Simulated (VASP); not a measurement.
# TiSe2 (P-3m1) in VASP: single point with PBE

Aim: the single point of TiSe2 with PBE.

Program: VASP 6.6.1. These are calculated values, not measurements. Logs are shortened: lines on timing, memory, paths and dates and some standing lists are left out, and cuts for length are marked.

## Step 1: Starting point

The structure is trigonal, space group P-3m1 (No. 164). Conventional cell: a = 3.540 Å, b = 3.540 Å, c = 6.008 Å, α = 90.00°, β = 90.00°, γ = 120.00°. Ti (site symmetry -3m) has 6 Se at 2.56 Å as nearest neighbours. Se (site symmetry 3m) has 3 Ti at 2.56 Å as nearest neighbours.

The cell was built by a generator and needn't be a form met in nature.

## Step 2: Single point, PBE

INCAR

```
SYSTEM = TiSe2
  ALGO = Fast
  EDIFF = 1E-6
  ENCUT = 520
  GGA = PE
  ISIF = 2
  ISMEAR = -1
  LASPH = .True.
  LCHARG = .False.
  LREAL = .False.
  LWAVE = .False.
  NBANDS = 19
  NELM = 100
  PREC = Accurate
  SIGMA = 0.03
```

KPOINTS

```
k-points
0
Gamma
  16 16 8
  0 0 0
```

POSCAR

```
TiSe2
1.0
    3.5400000000      0.0000000000      0.0000000000
   -1.7700000000      3.0657299294      0.0000000000
    0.0000000000      0.0000000000      6.0080000000
Ti Se
1 2
Direct
    0.0000000000      0.0000000000      0.0000000000
    0.3333333333      0.6666666667      0.2558316214
    0.6666666667      0.3333333333     -0.2558316214
```

Potentials or basis: VASP PAW PBE potentials, release 64 (Ti_sv, Se).

The run is started by

```
cat potpaw_PBE.64/Ti_sv/POTCAR potpaw_PBE.64/Se/POTCAR > POTCAR
mpirun -np 1 vasp_std > vasp.out
```

OUTCAR:

```text
SYSTEM = TiSe2
   EDIFF = 1E-6
   ENCUT = 520
   GGA = PE
   ISIF = 2
   ISMEAR = -1
   LASPH = .True.
   LREAL = .False.
   NELM = 100
   PREC = Accurate

 ion  position               nearest neighbor table
   1  0.000  0.000  0.000-   2 2.56   3 2.56   3 2.56   2 2.56   3 2.56   2 2.56
   2  0.333  0.667  0.256-   1 2.56   1 2.56   1 2.56
   3  0.667  0.333  0.744-   1 2.56   1 2.56   1 2.56

  LATTYP: Found a hexagonal cell.
 ALAT       =     3.5400000000
 C/A-ratio  =     1.6971751412

  Lattice vectors:

 A1 = (   3.5400000000,   0.0000000000,   0.0000000000)
 A2 = (  -1.7700000000,   3.0657299294,   0.0000000000)
 A3 = (   0.0000000000,   0.0000000000,   6.0080000000)

Analysis of symmetry for initial positions (statically):
=====================================================================
 Subroutine PRICEL returns:
 Original cell was already a primitive cell.

 Routine SETGRP: Setting up the symmetry group for a
 hexagonal supercell.

 Subroutine GETGRP returns: Found 12 space group operations
 (whereof 12 operations were pure point group operations)
 out of a pool of 24 trial point group operations.

The static configuration has the point symmetry D_3d.

Analysis of symmetry for dynamics (positions and initial velocities):
=====================================================================
 Subroutine PRICEL returns:
 Original cell was already a primitive cell.

 Routine SETGRP: Setting up the symmetry group for a
 hexagonal supercell.

 Subroutine GETGRP returns: Found 12 space group operations
 (whereof 12 operations were pure point group operations)
 out of a pool of 24 trial point group operations.

The dynamic configuration has the point symmetry D_3d.

 Subroutine INISYM returns: Found 12 space group operations
 (whereof 12 operations are pure point group operations),
 and found     1 'primitive' translations

----------------------------------------------------------------------------------------

                                     Primitive cell

  volume of cell :      65.2029

  direct lattice vectors                    reciprocal lattice vectors
     3.540000000  0.000000000  0.000000000     0.282485876  0.163093296  0.000000000
    -1.770000000  3.065729929  0.000000000     0.000000000  0.326186593  0.000000000
     0.000000000  0.000000000  6.008000000     0.000000000  0.000000000  0.166444740

  length of vectors
     3.540000000  3.540000000  6.008000000     0.326186593  0.326186593  0.166444740

  position of ions in fractional coordinates (direct lattice)
     0.000000000  0.000000000  0.000000000
     0.333333333  0.666666667  0.255831621
     0.666666667  0.333333333  0.744168379

  ion indices of the primitive-cell ions
   primitive index   ion index
                 1           1
                 2           2
                 3           3

----------------------------------------------------------------------------------------

 KPOINTS: k-points

Automatic generation of k-mesh.
 Grid dimensions read from file:
 generate k-points for:   16   16    8

 Generating k-lattice:

  Cartesian coordinates                     Fractional coordinates (reciprocal lattice)
     0.017655367  0.010193331  0.000000000     0.062500000  0.000000000  0.000000000
     0.000000000  0.020386662  0.000000000     0.000000000  0.062500000  0.000000000
     0.000000000  0.000000000  0.020805593     0.000000000  0.000000000  0.125000000

  Length of vectors
     0.020386662  0.020386662  0.020805593

  Shift w.r.t. Gamma in fractional coordinates (k-lattice)
     0.000000000  0.000000000  0.000000000

 Subroutine IBZKPT returns following result:
 ===========================================

 Found    213 irreducible k-points:

 Following reciprocal coordinates:
            Coordinates               Weight
  0.000000  0.000000  0.000000      1.000000
  0.062500  0.000000  0.000000      6.000000
  0.125000  0.000000  0.000000      6.000000
  0.187500  0.000000  0.000000      6.000000
  0.250000  0.000000  0.000000      6.000000
  0.312500  0.000000  0.000000      6.000000
[... 16 lines left out ...]
  0.187500  0.187500  0.000000      6.000000
  0.250000  0.187500  0.000000     12.000000
 [... further k-points ...]
   k-points           NKPTS =    213   k-points in BZ     NKDIM =    213   number of bands    NBANDS=     19
   number of dos      NEDOS =    301   number of ions     NIONS =      3
   total plane-waves  NPLWV =  37632
   dimension x,y,z NGX =    28 NGY =   28 NGZ =   48
   dimension x,y,z NGXF=    56 NGYF=   56 NGZF=   96
   ions per type =               1   2
   NGX,Y,Z   is equivalent  to a cutoff of  13.15, 13.15, 13.28 a.u.
   NGXF,Y,Z  is equivalent  to a cutoff of  26.30, 26.30, 26.56 a.u.
 SYSTEM =  TiSe2
   PREC   = accura    normal or accurate (medium, high low for compatibility)
   ISTART =      0    job   : 0-new  1-cont  2-samecut
   ICHARG =      2    charge: 1-file 2-atom 10-const
   ISPIN  =      1    spin polarized calculation?
   LNONCOLLINEAR =      F non collinear calculations
   LSORBIT =      F    spin-orbit coupling
   LASPH  =      T    aspherical Exc in radial PAW
   ENCUT  =  520.0 eV  38.22 Ry    6.18 a.u.   6.58  6.58 11.17*2*pi/ulx,y,z
   NELM   =    100;   NELMIN=  2; NELMDL= -5     # of ELM steps
   EDIFF  = 0.1E-05   stopping-criterion for ELM
   LREAL  =      F    real-space projection
   EDIFFG = 0.1E-04   stopping-criterion for IOM
   NSW    =      0    number of steps for IOM
   IBRION =     -1    ionic relax: 0-MD 1-quasi-New 2-CG
   NFREE  =      0    steps in history (QN), initial steepest desc. (CG)
   ISIF   =      2    stress and relaxation
   ISYM   =      2    0-nonsym 1-usesym 2-fastsym
   POTIM  = 0.5000    time-step for ionic-motion
   TEBEG  =    0.0;   TEEND  =   0.0 temperature during run
   PSTRESS=    0.0 pullay stress
   NELECT =      24.0000    total number of electrons
   NUPDOWN=      -1.0000    fix difference up-down
   EMIN   =  10.00;   EMAX   =-10.00  energy-range for DOS
   EFERMI =   0.00;   METHOD = LEGACY
   ISMEAR =    -1;   SIGMA  =   0.03  broadening in eV -4-tet -1-fermi 0-gaus
   EFERMI_NEDOS =   21; number of points for ismear=-14 and -15
   IALGO  =     68    algorithm
   IMIX   =      4    mixing-type and parameters
     AMIX     =   0.40;   BMIX     =  1.00
     AMIX_MAG =   1.60;   BMIX_MAG =  1.00
  volume/ion in A,a.u.               =      21.73       146.67
  Fermi-wavevector in a.u.,A,eV,Ry     =   1.173247  2.217116 18.728544  1.376509
  Thomas-Fermi vector in A             =   2.309663
   LORBIT       =      0    0 simple, 1 ext, 2 COOP (PROOUT), +10 PAW based schemes
   GGA     = PE    functional components
   LHFCALC =     F    Hartree Fock is set to
   AEXX    =    0.0000 exact exchange contribution
   IVDW    =     0    specifies the selected vdW correction
   LEPSILON=     F    determine dielectric tensor
   LRPA    =     F    only Hartree local field effects (RPA)
 non-spin polarized calculation
 RMM-DIIS sequential band-by-band and
  energy-cutoff  :      520.00
  volume of cell :       65.20
 maximum number of plane-waves:      1792
 NGX is ok and might be reduce to    28
   NGX = 13   NGY = 13   NGZ = 23

 number of electron      24.0000000 magnetization

 Free energy of the ion-electron system (eV)
  ---------------------------------------------------
  ext. energy  EPLUGINS =         0.00000000
  ---------------------------------------------------
  free energy    TOTEN  =       -18.17669893 eV

  energy without entropy =      -18.17417465  energy(sigma->0) =      -18.17543679

 E-fermi :   4.7763     XC(G=0):  -9.9866

 val. band max:        4.7710538900   @ k =   0.0625   0.0000   0.1250
 cond. band min:       4.7801441212   @ k =   0.3750   0.0000   0.5000
 fundamental gap:      0.0090902311
 Fermi energy:         4.7762909625

 k-point     1 :       0.0000    0.0000    0.0000
  band No.  band energies     occupation
      1     -52.8696      2.00000
      2     -29.0919      2.00000
      3     -29.0833      2.00000
      4     -29.0833      2.00000
      5      -9.1639      2.00000
      6      -7.7448      2.00000
[... 11 lines left out ...]
     18      10.4119      0.00000
     19      10.5727      0.00000

 k-point     2 :       0.0625    0.0000    0.0000
  band No.  band energies     occupation
      1     -52.8693      2.00000
      2     -29.0912      2.00000
      3     -29.0866      2.00000
      4     -29.0841      2.00000
      5      -9.1219      2.00000
      6      -7.7304      2.00000
[... 11 lines left out ...]
     18      10.7473      0.00000
     19      10.8351      0.00000

 k-point     3 :       0.1250    0.0000    0.0000
  band No.  band energies     occupation
      1     -52.8685      2.00000
      2     -29.0961      2.00000
      3     -29.0891      2.00000
      4     -29.0862      2.00000
      5      -8.9985      2.00000
      6      -7.6892      2.00000
[... 11 lines left out ...]
     18      11.3598      0.00000
     19      11.5378      0.00000

 k-point     4 :       0.1875    0.0000    0.0000
  band No.  band energies     occupation
      1     -52.8673      2.00000
      2     -29.1101      2.00000
      3     -29.0894      2.00000
      4     -29.0861      2.00000
      5      -8.8026      2.00000
      6      -7.6276      2.00000
[... 11 lines left out ...]
     18      11.8181      0.00000
     19      12.1818      0.00000

 k-point     5 :       0.2500    0.0000    0.0000
  band No.  band energies     occupation
      1     -52.8659      2.00000
      2     -29.1267      2.00000
      3     -29.0932      2.00000
      4     -29.0825      2.00000
      5      -8.5502      2.00000
      6      -7.5566      2.00000
[... 11 lines left out ...]
     18      11.7786      0.00000
     19      12.3925      0.00000
[... 334 lines left out ...]
      2     -29.1626      2.00000
      3     -29.1100      2.00000
      4     -29.0732      2.00000
      5      -7.6832      2.00000
      6      -7.4392      2.00000
[... 11 lines left out ...]
     18      11.4501      0.00000
     19      12.0892      0.00000

 k-point    22 :       0.4375    0.1250    0.0000
  band No.  band energies     occupation
      1     -52.8620      2.00000
      2     -29.1653      2.00000
      3     -29.1110      2.00000
      4     -29.0725      2.00000
      5      -7.5505      2.00000
      6      -7.4919      2.00000
[... 11 lines left out ...]
     18      11.4171      0.00000
     19      12.0216      0.00000

 k-point    23 :       0.1875    0.1875    0.0000
  band No.  band energies     occupation
      1     -52.8642      2.00000
      2     -29.1405      2.00000
      3     -29.1043      2.00000
      4     -29.0781      2.00000
      5      -8.2046      2.00000
      6      -7.4695      2.00000
[... 11 lines left out ...]
     18      12.2309      0.00000
     19      13.2860      0.00000

 k-point    24 :       0.2500    0.1875    0.0000
  band No.  band energies     occupation
      1     -52.8631      2.00000
      2     -29.1496      2.00000
      3     -29.1109      2.00000
      4     -29.0753      2.00000
      5      -7.9501      2.00000
      6      -7.4226      2.00000
[... 11 lines left out ...]
     18      11.5994      0.00000
     19      13.1215      0.00000

 [... further k-points ...]
[... 5 lines left out ...]
  --------------------------------------------------------------------------------------
  -------------------------------------------------------------------------------------
  Total        0.3321200      0.3321200      0.7801561     -0.0000000     -0.0000000      0.0000000
  in kB        8.1609092      8.1609092     19.1701273     -0.0000000     -0.0000000      0.0000000
  external PRESSURE =      11.8306486 kB  Pullay stress =       0.0000000 kB

 VOLUME and BASIS-vectors are now :
 -----------------------------------------------------------------------------
  energy-cutoff  :      520.00
  volume of cell :       65.20
      direct lattice vectors                 reciprocal lattice vectors
     3.540000000  0.000000000  0.000000000     0.282485876  0.163093296  0.000000000
    -1.770000000  3.065729929  0.000000000     0.000000000  0.326186593  0.000000000
     0.000000000  0.000000000  6.008000000     0.000000000  0.000000000  0.166444740

 POSITION                                       TOTAL-FORCE (eV/Angst)
 -----------------------------------------------------------------------------------
      0.00000      0.00000      0.00000         0.000000      0.000000      0.000000
     -0.00000      2.04382      1.53704        -0.000000      0.000000      0.018154
      1.77000      1.02191      4.47096         0.000000     -0.000000     -0.018154
 -----------------------------------------------------------------------------------
    total drift:                               -0.000000     -0.000000     -0.000000

  FREE ENERGIE OF THE ION-ELECTRON SYSTEM (eV)
  ---------------------------------------------------
  free  energy   TOTEN  =       -18.1766989274 eV

  energy  without entropy=      -18.1741746486  energy(sigma->0) =      -18.17543679
```

Wall time 15 min (1 thread of Intel Xeon Platinum 8175M at 2.50GHz (Skylake/Cascade Lake), shared host); peak memory 0.38 GiB.

Results:

```
Free energy            : -18.1767 eV
Pressure               : 1.2 GPa
Largest force          : 0.018 eV/Å
Band gap on the k mesh : none (metal or under the smearing width)
```

Forces in eV/Å, atoms in the order of the input:
```
Ti   0.000  0.000  0.000
Se   0.000  0.000  0.018
Se   0.000  0.000 -0.018
```

Stress tensor (GPa, compression positive):
```
0.82 0.00 0.00
0.00 0.82 0.00
0.00 0.00 1.92
```

Caveat: this functional lacks dispersion, which binds the layers, so the pressure and a relaxed spacing across them are unreliable.
